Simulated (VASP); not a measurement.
# Mg2Sn (Fm-3m) in VASP: notebook

One crystal, Mg2Sn, is run at these levels: PBEsol, PBE; tasks: relaxation of cell and atoms.

Program: VASP 6.6.1. These are calculated values, not measurements. Logs are shortened: lines on timing, memory, paths and dates and some standing lists are left out, and cuts for length are marked.

**1. Starting point**

The structure is cubic, space group Fm-3m (No. 225). The conventional cell has a = 6.743 Å, b = 6.743 Å, c = 6.743 Å, α = 90.00°, β = 90.00°, γ = 90.00°. Mg (site symmetry -43m) is surrounded by 4 Sn at 2.92 Å. Sn (site symmetry m-3m) has 8 Mg at 2.92 Å as nearest neighbours.

**2. Relaxation of cell and atoms, PBEsol**

File INCAR:

```
ALGO = Normal
EDIFF = 1E-7
EDIFFG = -0.005
ENCUT = 600
GGA = PS
IBRION = 2
ISIF = 3
ISMEAR = 0
KPAR = 2
LASPH = T
LCHARG = F
LREAL = F
LWAVE = F
NELM = 80
NSW = 90
PREC = Accurate
SIGMA = 0.03
```

File KPOINTS:

```
k-points
0
Gamma
  10 10 10
```

File POSCAR:

```
Mg2Sn                                   
1.0
    0.0000000000      3.3716384477      3.3716384477
    3.3716384477     -0.0000000000      3.3716384477
    3.3716384477      3.3716384477      0.0000000000
  Mg              Sn            
     2     1
Direct
     0.2500000000000000    0.2500000000000000    0.2500000000000000
     0.7500000000000000    0.7500000000000000    0.7500000000000000
     1.0000000000000000    1.0000000000000000    0.0000000000000000
```

Potentials or basis: VASP PAW PBE potentials, release 64 (Mg, Sn_d).

Launch:

```sh
$ cat potpaw_PBE.64/Mg/POTCAR potpaw_PBE.64/Sn_d/POTCAR > POTCAR
$ mpirun -np 2 vasp_std > vasp.out
```

OUTCAR:

```text
EDIFF = 1E-7
   EDIFFG = -0.005
   ENCUT = 600
   GGA = PS
   IBRION = 2
   ISIF = 3
   ISMEAR = 0
   LASPH = T
   LREAL = F
   NELM = 80
   NSW = 90
   PREC = Accurate

 ion  position               nearest neighbor table
   1  0.250  0.250  0.250-   3 2.92   3 2.92   3 2.92   3 2.92   2 3.37   2 3.37   2 3.37   2 3.37
                             2 3.37   2 3.37
   2  0.750  0.750  0.750-   3 2.92   3 2.92   3 2.92   3 2.92   1 3.37   1 3.37   1 3.37   1 3.37
                             1 3.37   1 3.37
   3  0.000  0.000  0.000-   2 2.92   2 2.92   2 2.92   1 2.92   1 2.92   1 2.92   2 2.92   1 2.92

  LATTYP: Found a face centered cubic cell.
 ALAT       =     6.7432768954

  Lattice vectors:

 A1 = (   0.0000000000,   3.3716384477,   3.3716384477)
 A2 = (   3.3716384477,   0.0000000000,   3.3716384477)
 A3 = (   3.3716384477,   3.3716384477,   0.0000000000)

Analysis of symmetry for initial positions (statically):
=====================================================================
 Subroutine PRICEL returns:
 Original cell was already a primitive cell.

 Routine SETGRP: Setting up the symmetry group for a
 face centered cubic supercell.

 Subroutine GETGRP returns: Found 48 space group operations
 (whereof 48 operations were pure point group operations)
 out of a pool of 48 trial point group operations.

The static configuration has the point symmetry O_h .

Analysis of symmetry for dynamics (positions and initial velocities):
=====================================================================
 Subroutine PRICEL returns:
 Original cell was already a primitive cell.

 Routine SETGRP: Setting up the symmetry group for a
 face centered cubic supercell.

 Subroutine GETGRP returns: Found 48 space group operations
 (whereof 48 operations were pure point group operations)
 out of a pool of 48 trial point group operations.

The dynamic configuration has the point symmetry O_h .

 Subroutine INISYM returns: Found 48 space group operations
 (whereof 48 operations are pure point group operations),
 and found     1 'primitive' translations

----------------------------------------------------------------------------------------

                                     Primitive cell

  volume of cell :      76.6572

  direct lattice vectors                    reciprocal lattice vectors
[... 160 lines left out ...]

 POSITION                                       TOTAL-FORCE (eV/Angst)
 -----------------------------------------------------------------------------------
      1.68582      1.68582      1.68582         0.000000     -0.000000     -0.000000
      5.05746      5.05746      5.05746        -0.000000      0.000000      0.000000
      0.00000      0.00000      0.00000         0.000000      0.000000     -0.000000
 -----------------------------------------------------------------------------------
    total drift:                               -0.000000      0.000000      0.000000

  FREE ENERGIE OF THE ION-ELECTRON SYSTEM (eV)
  ---------------------------------------------------
  free  energy   TOTEN  =        -8.3334660806 eV

  energy  without entropy=       -8.3334251348  energy(sigma->0) =       -8.33344561

--------------------------------------- Ionic step        2  -------------------------------------------

 number of electron      18.0000001 magnetization

 Free energy of the ion-electron system (eV)
  ---------------------------------------------------
  ext. energy  EPLUGINS =         0.00000000
  ---------------------------------------------------
  free energy    TOTEN  =        -8.33348086 eV

  energy without entropy =       -8.33344194  energy(sigma->0) =       -8.33346140

 E-fermi :   4.2095     XC(G=0):  -8.8935

 val. band max:        4.1638068250   @ k =  -0.1000   0.1000   0.0000
 cond. band min:       4.2474359626   @ k =   0.0000   0.0000   0.0000
 fundamental gap:      0.0836291377
 Fermi energy:         4.2094731389

 k-point     1 :       0.0000    0.0000    0.0000
  band No.  band energies     occupation
      1     -16.6353      2.00000
      2     -16.6353      2.00000
      3     -16.6353      2.00000
      4     -16.5950      2.00000
      5     -16.5950      2.00000
      6      -4.9140      2.00000
      7       4.2474      0.07352
      8       4.2474      0.07352
      9       4.2474      0.07352
     10       5.6545      0.00000
     11       6.4242      0.00000
     12       6.4242      0.00000
     13       6.4242      0.00000
[... 354 lines left out ...]
  band No.  band energies     occupation
      1     -16.6376      2.00000
      2     -16.6299      2.00000
      3     -16.6297      2.00000
      4     -16.5966      2.00000
      5     -16.5925      2.00000
      6      -3.6756      2.00000
      7       0.4847      2.00000
      8       2.0581      2.00000
      9       2.4452      2.00000
     10       4.6565      0.00000
     11       5.2601      0.00000
     12       9.2846      0.00000
     13       9.4128      0.00000

 [... further k-points ...]

------------------------ aborting loop because EDIFF is reached ----------------------------------------

  FORCE on cell =-STRESS in cart. coord.  units (eV):
  Direction    XX          YY          ZZ          XY          YZ          ZX
  --------------------------------------------------------------------------------------
  -------------------------------------------------------------------------------------
  Total        0.0110753      0.0110753      0.0110753      0.0000000     -0.0000000      0.0000000
  in kB        0.2317649      0.2317649      0.2317649      0.0000000     -0.0000000      0.0000000
  external PRESSURE =       0.2317649 kB  Pullay stress =       0.0000000 kB

 VOLUME and BASIS-vectors are now :
 -----------------------------------------------------------------------------
  energy-cutoff  :      600.00
  volume of cell :       76.56
      direct lattice vectors                 reciprocal lattice vectors
    -0.000000000  3.370252277  3.370252277    -0.148356847  0.148356847  0.148356847
     3.370252277 -0.000000000  3.370252277     0.148356847 -0.148356847  0.148356847
     3.370252277  3.370252277  0.000000000     0.148356847  0.148356847 -0.148356847

 POSITION                                       TOTAL-FORCE (eV/Angst)
 -----------------------------------------------------------------------------------
      1.68513      1.68513      1.68513        -0.000000     -0.000000      0.000000
      5.05538      5.05538      5.05538         0.000000      0.000000     -0.000000
      3.37025     -0.00000      3.37025        -0.000000     -0.000000     -0.000000
 -----------------------------------------------------------------------------------
    total drift:                               -0.000000      0.000000     -0.000000

  FREE ENERGIE OF THE ION-ELECTRON SYSTEM (eV)
  ---------------------------------------------------
  free  energy   TOTEN  =        -8.3334808576 eV

  energy  without entropy=       -8.3334419411  energy(sigma->0) =       -8.33346140

 reached required accuracy - stopping structural energy minimisation
```

CONTCAR:

```text
Mg2Sn
   1.00000000000000
    -0.0000000000000000    3.3702522770675190    3.3702522770675190
     3.3702522770675190   -0.0000000000000000    3.3702522770675190
     3.3702522770675190    3.3702522770675190    0.0000000000000000
  Mg              Sn
     2     1
Direct
     0.2500000000000000    0.2500000000000000    0.2500000000000000
     0.7500000000000000    0.7500000000000000    0.7500000000000000
     0.0000000000000000    1.0000000000000000    0.0000000000000000

  0.00000000E+00  0.00000000E+00  0.00000000E+00
  0.00000000E+00  0.00000000E+00  0.00000000E+00
  0.00000000E+00  0.00000000E+00  0.00000000E+00
```

It took 47 s on 2 MPI ranks of Intel Xeon Platinum 8488C (Sapphire Rapids), shared host; peak memory 0.28 GiB.

What came out:

* Free energy: -8.3335 eV
* Relaxed volume: 25.52 Å³/atom
* Relaxed cell: a = 4.766 Å, b = 4.766 Å, c = 4.766 Å, α = 60.00°, β = 60.00°, γ = 60.00°
* Space group after relaxing (to 0.05 Å): Fm-3m (No. 225)
* Energy gained by relaxing: 0.0 meV/atom
* Ionic steps: 2
* Pressure after relaxing: 0.0 GPa
* Band gap on the k mesh: none (metal or under the smearing width)

Final structure:
```
Mg Sn
1.0
     0.00000    3.37025    3.37025
     3.37025    0.00000    3.37025
     3.37025    3.37025    0.00000
Mg Sn
2 1
Direct
  0.25000 0.25000 0.25000
  0.75000 0.75000 0.75000
  0.00000 0.00000 0.00000
```

Levels at points of the mesh, in eV from the Fermi level:
| k point | band 6 | band 7 | band 8 | band 9 | band 10 | band 11 | band 12 | band 13 |
| --- | --- | --- | --- | --- | --- | --- | --- | --- |
| (0.00, 0.00, 0.00) | -9.12 | 0.04 | 0.04 | 0.04 | 1.45 | 2.21 | 2.21 | 2.21 |
| (0.50, 0.00, 0.00) | -7.85 | -4.81 | -0.79 | -0.79 | 0.74 | 2.26 | 2.26 | 3.95 |
| (0.50, 0.50, 0.00) | -7.34 | -4.58 | -2.08 | -2.08 | -0.08 | 0.14 | 7.27 | 7.27 |

Caveat: the PAW data sets were made with another functional, which shifts forces and pressure a little; this crystal is a semiconductor, whose small gap the functional closes, so the metal is an error of the method.

**3. Relaxation of cell and atoms, PBE**

File INCAR:

```
PREC = Accurate
ENCUT = 600
EDIFF = 1E-6
ISMEAR = 0
SIGMA = 0.03
LREAL = False
LASPH = True
NELM = 80
ALGO = Normal
ISIF = 3
LWAVE = False
LCHARG = False
GGA = PE
IBRION = 2
NSW = 90
EDIFFG = -0.01
KPAR = 2
```

File KPOINTS:

```
Automatic mesh
0
Gamma
  10 10 10
```

File POSCAR:

```
Mg2Sn
1.0
    0.0000000000      3.3695000000      3.3695000000
    3.3695000000      0.0000000000      3.3695000000
    3.3695000000      3.3695000000      0.0000000000
Mg Sn
2 1
Direct
    0.2500000000      0.2500000000      0.2500000000
    0.7500000000      0.7500000000      0.7500000000
    0.0000000000      0.0000000000      0.0000000000
```

Potentials or basis: VASP PAW PBE potentials, release 64 (Mg, Sn_d).

Launch:

```sh
$ cat potpaw_PBE.64/Mg/POTCAR potpaw_PBE.64/Sn_d/POTCAR > POTCAR
$ mpirun -np 2 vasp_std > vasp.out
```

Wall time 33 s (2 MPI ranks of Intel Xeon Platinum 8375C at 2.90GHz (Ice Lake), shared host); peak memory 0.28 GiB.

The run converged. Its results:

- Free energy: -7.4332 eV
- Relaxed volume: 26.33 Å³/atom
- Relaxed cell: a = 4.816 Å, b = 4.816 Å, c = 4.816 Å, α = 60.00°, β = 60.00°, γ = 60.00°
- Space group after relaxing (to 0.05 Å): Fm-3m (No. 225)
- Energy gained by relaxing: 3.3 meV/atom
- Ionic steps: 2
- Pressure after relaxing: 0.0 GPa
- Band gap on the k mesh: none (metal or under the smearing width)

Step by step:
```
step  energy change (eV)  largest force (eV/Å)  pressure (GPa)  volume (Å³)
   1              0.0000                0.0000            1.40        76.51
   2             -0.0099                0.0000           -0.03        79.00
```

Final structure:
```yaml
crystal:
  lattice:
    - [0.00000, 3.40570, 3.40570]
    - [3.40570, 0.00000, 3.40570]
    - [3.40570, 3.40570, 0.00000]
  atoms:
    - { symbol: Mg, position: [0.25000, 0.25000, 0.25000] }
    - { symbol: Mg, position: [0.75000, 0.75000, 0.75000] }
    - { symbol: Sn, position: [0.00000, 0.00000, 0.00000] }
```

Levels at points of the mesh, in eV from the Fermi level:
```tsv
k point	band 7	band 8	band 9	band 10	band 11	band 12
(0.00, 0.00, 0.00)	0.07	0.07	0.07	1.36	2.18	2.18
(0.50, 0.00, 0.00)	-4.67	-0.75	-0.75	0.65	2.27	2.27
(0.50, 0.50, 0.00)	-4.47	-2.00	-2.00	-0.12	0.26	7.18
```

Caveat: this crystal is a semiconductor, whose small gap the functional closes, so the metal is an error of the method. Zero-point motion and thermal expansion aren't in these numbers.

**4. Relaxation of cell and atoms, PBE**

This run uses another cell than the first one, of 26.33 Å³/atom, 1.031 times its volume.

INCAR, as its differences from that of step 3:

```diff
@@ -2,3 +2,3 @@
 ENCUT = 600
-EDIFF = 1E-6
+EDIFF = 1E-7
 ISMEAR = 0
@@ -15,3 +15,3 @@
 NSW = 90
-EDIFFG = -0.01
+EDIFFG = -0.005
 KPAR = 2
```

KPOINTS is that of step 3.

File POSCAR:

```
Mg2Sn                                   
1.0
    0.0000000000      3.4056956176      3.4056956176
    3.4056956176     -0.0000000000      3.4056956176
    3.4056956176      3.4056956176     -0.0000000000
  Mg              Sn            
     2     1
Direct
     0.2500000000000000    0.2500000000000000    0.2500000000000000
     0.7500000000000000    0.7500000000000000    0.7500000000000000
     1.0000000000000000    1.0000000000000000    0.0000000000000000
```

Launch:

```sh
$ cat potpaw_PBE.64/Mg/POTCAR potpaw_PBE.64/Sn_d/POTCAR > POTCAR
$ mpirun -np 2 vasp_std > vasp.out
```

Run time: 34 s. Hardware: 2 MPI ranks of Intel Xeon Platinum 8375C at 2.90GHz (Ice Lake), shared host; peak memory 0.28 GiB.

It converged, with:

| Item | Value |
| --- | --- |
| Free energy | -7.4333 eV |
| Relaxed volume | 26.31 Å³/atom |
| Relaxed cell | a = 4.815 Å, b = 4.815 Å, c = 4.815 Å, α = 60.00°, β = 60.00°, γ = 60.00° |
| Space group after relaxing (to 0.05 Å) | Fm-3m (No. 225) |
| Energy gained by relaxing | 0.0 meV/atom |
| Ionic steps | 2 |
| Pressure after relaxing | 0.0 GPa |
| Band gap on the k mesh | none (metal or under the smearing width) |

Final structure:
```xyz
3
Lattice="0.0000 3.4047 3.4047 3.4047 0.0000 3.4047 3.4047 3.4047 0.0000" Properties=species:S:1:pos:R:3 pbc="T T T"
Mg    1.7023    1.7023    1.7023
Mg    5.1070    5.1070    5.1070
Sn    0.0000    0.0000    0.0000
```

Levels at points of the mesh, in eV from the Fermi level:
```tsv
k point	band 5	band 6	band 7	band 8	band 9	band 10	band 11	band 12	band 13
(0.00, 0.00, 0.00)	-20.86	-8.94	0.07	0.07	0.07	1.37	2.18	2.18	2.18
(0.50, 0.00, 0.00)	-20.86	-7.71	-4.67	-0.75	-0.75	0.65	2.27	2.27	3.98
(0.50, 0.50, 0.00)	-20.85	-7.22	-4.47	-2.00	-2.00	-0.12	0.25	7.19	7.19
```

Caveat: this crystal is a semiconductor, whose small gap the functional closes, so the metal is an error of the method.
